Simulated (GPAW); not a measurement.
# B/Ag(100): simulated STM images, part 2 of 2

What would a tunnelling microscope show on B/Ag(100)?

GPAW 26.7.0; GPAW, PAW setups; slab in vacuum, relaxation (the session's first sound run).

So far. Step 2 (Relaxation): The relaxation lowered the energy of the cell by 0.270 eV (energies extrapolated to zero smearing; the optimiser's log prints free energies). The largest force left on a free atom is 0.022 eV/Å.

### 3. Plane waves, PBE (continued)

Local density of states summed over the bias window over a1 and a2. Sample bias -1 V, constant height 3.0 Å over the top atom.

Values in units of 1e-5 arbitrary, 15 rows by 15 columns:
```
4.7 4.7 4.7 4.8 4.8 4.8 4.8 4.9 4.9 4.8 4.8 4.8 4.8 4.7 4.7
4.7 4.7 4.8 4.8 4.9 4.9 4.9 4.9 4.9 4.9 4.9 4.9 4.8 4.8 4.7
4.7 4.8 4.8 4.9 4.9 5.0 5.0 5.1 5.1 5.0 5.0 4.9 4.9 4.8 4.8
4.8 4.8 4.9 4.9 5.0 5.1 5.1 5.2 5.2 5.1 5.1 5.0 4.9 4.9 4.8
4.8 4.8 4.9 5.0 5.1 5.2 5.3 5.3 5.3 5.3 5.2 5.1 5.0 4.9 4.8
4.8 4.8 4.9 5.0 5.1 5.3 5.3 5.4 5.4 5.3 5.3 5.1 5.0 4.9 4.8
4.8 4.9 4.9 5.1 5.2 5.3 5.4 5.4 5.4 5.4 5.3 5.2 5.1 4.9 4.9
4.8 4.9 4.9 5.1 5.2 5.3 5.4 5.4 5.4 5.4 5.3 5.2 5.1 4.9 4.9
4.8 4.8 4.9 5.0 5.1 5.3 5.3 5.4 5.4 5.3 5.3 5.1 5.0 4.9 4.8
4.8 4.8 4.9 5.0 5.1 5.2 5.3 5.3 5.3 5.3 5.2 5.1 5.0 4.9 4.8
4.8 4.8 4.9 4.9 5.0 5.1 5.1 5.2 5.2 5.1 5.1 5.0 4.9 4.9 4.8
4.7 4.8 4.8 4.9 4.9 5.0 5.0 5.1 5.1 5.0 5.0 4.9 4.9 4.8 4.8
4.7 4.7 4.8 4.8 4.9 4.9 4.9 4.9 4.9 4.9 4.9 4.9 4.8 4.8 4.7
4.7 4.7 4.7 4.8 4.8 4.8 4.8 4.9 4.9 4.8 4.8 4.8 4.8 4.7 4.7
4.7 4.7 4.7 4.7 4.8 4.8 4.8 4.8 4.8 4.8 4.8 4.8 4.7 4.7 4.7
```
Columns: a1 from 0 to 0.933; rows upwards: a2 from 0 to 0.933.

Tip height over the top atom over a1 and a2. Sample bias 1.5 V, constant current at the mean current 3.0 Å over the top atom.

Ten even steps from '0' (2.50 Å) to '9' (3.22 Å):
```
012345666654321
123456677665432
334567777776543
445677888877654
556778999987765
566789999998766
667789999998776
667789999998776
566789999998766
556778999987765
445677888877654
334567777776543
123456677665432
012345666654321
001345566554310
```
Columns: a1 from 0 to 0.933; rows upwards: a2 from 0 to 0.933.

Local density of states summed over the bias window over a1 and a2. Sample bias 1.5 V, constant height 3.0 Å over the top atom.

Values in units of 1e-4 arbitrary, 15 rows by 15 columns:
```
1.0 1.1 1.2 1.4 1.6 1.8 2.0 2.1 2.1 2.0 1.8 1.6 1.4 1.2 1.1
1.1 1.2 1.3 1.6 1.8 2.1 2.3 2.4 2.4 2.3 2.1 1.8 1.6 1.3 1.2
1.3 1.4 1.6 1.8 2.1 2.4 2.6 2.7 2.7 2.6 2.4 2.1 1.8 1.6 1.4
1.5 1.6 1.8 2.1 2.5 2.8 3.0 3.2 3.2 3.0 2.8 2.5 2.1 1.8 1.6
1.7 1.8 2.1 2.4 2.8 3.2 3.5 3.6 3.6 3.5 3.2 2.8 2.4 2.1 1.8
1.9 2.0 2.3 2.6 3.0 3.5 3.8 4.0 4.0 3.8 3.5 3.0 2.6 2.3 2.0
2.0 2.1 2.4 2.7 3.2 3.6 4.0 4.1 4.1 4.0 3.6 3.2 2.7 2.4 2.1
2.0 2.1 2.4 2.7 3.2 3.6 4.0 4.1 4.1 4.0 3.6 3.2 2.7 2.4 2.1
1.9 2.0 2.3 2.6 3.0 3.5 3.8 4.0 4.0 3.8 3.5 3.0 2.6 2.3 2.0
1.7 1.8 2.1 2.4 2.8 3.2 3.5 3.6 3.6 3.5 3.2 2.8 2.4 2.1 1.8
1.5 1.6 1.8 2.1 2.5 2.8 3.0 3.2 3.2 3.0 2.8 2.5 2.1 1.8 1.6
1.3 1.4 1.6 1.8 2.1 2.4 2.6 2.7 2.7 2.6 2.4 2.1 1.8 1.6 1.4
1.1 1.2 1.3 1.6 1.8 2.1 2.3 2.4 2.4 2.3 2.1 1.8 1.6 1.3 1.2
1.0 1.1 1.2 1.4 1.6 1.8 2.0 2.1 2.1 2.0 1.8 1.6 1.4 1.2 1.1
1.0 1.0 1.1 1.3 1.5 1.7 1.9 2.0 2.0 1.9 1.7 1.5 1.3 1.1 1.0
```
Columns: a1 from 0 to 0.933; rows upwards: a2 from 0 to 0.933.

Force by atom:

```csv
atom,x (eV/Å),y (eV/Å),z (eV/Å),size
Ag1,0.000,0.000,-0.070,0.070
Ag2,0.000,0.000,0.113,0.113
Ag3,0.000,0.000,-0.014,0.014
Ag4,0.000,0.000,-0.023,0.023
B5,0.000,0.000,-0.008,0.008
```

The potential is flat to 2.6e-5 eV/Å where it is read, so the vacuum is wide enough.

### 4. A changed run

One more run, with changed settings.

run.py

```python
import json
import numpy as np
from ase import Atoms
from gpaw import GPAW, PW

slab = Atoms(
    ['Ag', 'Ag', 'Ag', 'Ag', 'B'],
    positions=[
        [1.44603, 1.44603, 9.00000],
        [0.00000, 0.00000, 11.04500],
        [1.44603, 1.44603, 13.17780],
        [-0.00000, -0.00000, 15.48439],
        [1.44603, 1.44603, 15.91028]],
    cell=[[2.89207, 0.0, 0.0], [0.0, 2.89207, 0.0], [0.0, 0.0, 25.16557]],
    pbc=[True, True, False])

slab.calc = GPAW(mode=PW(500), xc='PBE', kpts={'size': (11, 11, 1), 'gamma': True},
                 occupations={'name': 'fermi-dirac', 'width': 0.1}, nbands='200%',
                 convergence={'density': 1e-05}, maxiter=50,
                 poissonsolver={'dipolelayer': 'xy'},
                 symmetry={'tolerance': 1e-3}, txt='slab.txt')
result = {}
energy = slab.get_potential_energy()
fermi = slab.calc.get_fermi_level()
v = slab.calc.get_electrostatic_potential().mean((0, 1)) - fermi
n = slab.calc.get_pseudo_density().mean((0, 1))
L = slab.cell[2, 2]
z = np.arange(len(v)) * L / len(v)
low, high = slab.positions[:, 2].min(), slab.positions[:, 2].max()
below, above = np.interp([low - 1.0, high + 1.0], z, v)
slopes = [np.interp(x, z, np.gradient(v, z)) for x in (low - 1.0, high + 1.0)]
eps = np.array([[slab.calc.get_eigenvalues(k, s) for k in range(len(slab.calc.get_ibz_k_points()))]
                for s in range(slab.calc.get_number_of_spins())]) - fermi
top, bottom = eps[eps < 0].max(), eps[eps > 0].min()
dipole = slab.get_dipole_moment()[2]
print(f'energy {energy:.4f} eV, Fermi level {fermi:.4f} eV, dipole {dipole:.5f} e A')
print(f'potential 1.0 A off the faces, from the Fermi level: lower {below:.4f} eV, upper {above:.4f} eV')
print(f'slope of the potential there: lower {slopes[0]:.5f}, upper {slopes[1]:.5f} eV/A')
print(f'nearest levels on the mesh: {top:.4f} and {bottom:.4f} eV')
print('magnetic moment', round(slab.get_magnetic_moment(), 3))
result.update(energy=energy, fermi=fermi, dipole=dipole, below=below, above=above, slopes=slopes, edges=[top, bottom],
              z=z.tolist(), v=v.tolist(), n=n.tolist(), positions=slab.positions.tolist(),
              forces=slab.get_forces(apply_constraint=False).tolist(), moments=slab.get_magnetic_moments().tolist())
json.dump(result, open('result.json', 'w'))
```

The run is started by

```
$ OMP_NUM_THREADS=1 OPENBLAS_NUM_THREADS=1 python run.py
```

The job ended after 7.6 min (1 thread of Arm Neoverse V2, shared host; peak memory 0.34 GiB).

The run finished. A setting was moved off its sound value on purpose, so it serves as a test and not as the result.

The fault put into the input: the potential probed 1 A off the face (probe = 1.0).

### 5. Summary of results

| Quantity | Value |
| --- | --- |
| work function, upper and lower face | 4.427 and 4.132 eV |
| dipole along the normal | -0.0136 e Å |
| corrugation at -2 V | 0.0141 Å |
| corrugation at -1 V | 0.0588 Å |
| corrugation at 1.5 V | 0.720 Å |

What this shows: The corrugation at constant current is largest at 1.5 V, where the tip height varies by 0.72 Å over the cell. Negative sample bias images filled states, positive bias empty ones. The two faces differ by 0.29 eV, the step that the slab's dipole makes (e p/(ε0 A) gives 0.29 eV), so the dipole layer is needed. The images are of Tersoff-Hamann type: an s-wave tip, no tip-sample forces, heights closer than in a microscope. The cell of 8.36 Å² holds one B, started on one chosen site; other sites and coverages weren't tried. The in-plane lattice was kept as typed, which isn't the functional's own and leaves some strain; spin-orbit coupling and temperature are left out.

[Logs are printed without paths, hosts, clocks, repeated set-up lines and the standing remarks that a program may print on its own settings, such as how far it seeks lower states.]

[Hosts, paths, dates, database ids (printed as entryN), source tags and the programs' standing remarks are cut or masked in the printed files.]
